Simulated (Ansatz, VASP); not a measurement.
One calculation of P, two programs

File INCAR:

```
SYSTEM = P
ALGO     = Normal         ! electronic algorithm
EDIFF    = 1E-6           ! SCF threshold, eV
ENCUT    = 520            ! plane-wave cutoff, eV
GGA      = PE             ! functional
ISIF     = 2              ! what is computed and relaxed
ISMEAR   = 0              ! smearing method
LASPH    = .True.         ! aspherical terms in the spheres
LCHARG   = .False.        ! write CHGCAR
LREAL    = .False.        ! projectors in reciprocal space
LWAVE    = .False.        ! write WAVECAR
NBANDS   = 14             ! bands
NELM     = 80             ! most SCF steps
PREC     = Accurate       ! precision mode
SIGMA    = 0.1            ! smearing width, eV
```

The input KPOINTS:

```
k-points
0
Gamma
  6 6 6
  0 0 0
```

The input POSCAR:

```
P
1.0
   -2.5651342700      2.5651342700      2.5651342700
    2.5651342700     -2.5651342700      2.5651342700
    2.5651342700      2.5651342700     -2.5651342700
P
3
Direct
    0.0000000000      0.5000000000      0.5000000000
    0.5000000000      0.0000000000      0.5000000000
    0.5000000000      0.5000000000      0.0000000000
```

Input for Ansatz:

```yaml
crystal:
  lattice:
    - [-2.56513427, 2.56513427, 2.56513427]
    - [2.56513427, -2.56513427, 2.56513427]
    - [2.56513427, 2.56513427, -2.56513427]
  atoms:
    - { symbol: P, position: [0.0, 0.5, 0.5] }
    - { symbol: P, position: [0.5, 0.0, 0.5] }
    - { symbol: P, position: [0.5, 0.5, 0.0] }
basis:
  ecutwfc: 420
kpoints:
  mp_grid: { grid: [6, 6, 6] }
hamiltonian:
  xc: pbe
scf:
  occupations: { method: gaussian, width: 0.1 }
  lower_state_search: "off"
output:
  forces: true
  stress: true
  eigenvalues: true
```

Alike in both runs: task single point; functional PBE; k mesh 6 × 6 × 6; occupations gaussian, width 0.1 eV; no spin polarisation.

```csv
,VASP,Ansatz
version,VASP 6.6.1,Ansatz 0.2.0
potentials or method,"VASP PAW PBE potentials, release 64 (P)","scalar-relativistic, plane waves, PAW"
plane-wave cutoff (eV),520,420
valence electrons in the cell,15,15
```

|  | VASP | Ansatz | Ansatz less VASP |
| --- | --- | --- | --- |
| gap on the k mesh at the Fermi level (eV) | none | none | - |
| pressure (GPa) | -13.0 | -13.0 | +0.08 |

A gap of «none» marks a metal or a gap that the smearing closes.
